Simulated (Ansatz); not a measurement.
Lattice vibrations of ZnS at Γ at -1 GPa

Computed with Ansatz, DFT PBE, scalar-relativistic, plane waves, PAW. Plane waves to 420 eV; Γ-centred k mesh 10×10×10; fixed occupations. No spin polarisation. Phonons by linear response, acoustic sum rule imposed.

The cell, relaxed at -1 GPa:
```
CELL_PARAMETERS angstrom
0.00000 2.73516 2.73516
2.73516 0.00000 2.73516
2.73516 2.73516 0.00000
ATOMIC_POSITIONS crystal
Zn 0.00000 0.00000 0.00000
S 0.75000 0.75000 0.75000
```

(1) Is this structure stable against zone-centre distortions?

(2) List the optical modes at Γ without the LO field (i marks imaginary ones).

## Answers

(1) Yes, at Γ: no optical mode is imaginary. Strains and other wave vectors aren't tested by this run.

(2)
```json
{"frequency (meV)": "31.4", "degeneracy": "3", "IR intensity of the level ((D/Å)²/amu)": "13.43"}
```

Cost: 1 run of about 1.4 core-minutes, on Arm Neoverse V1 (shared hosts).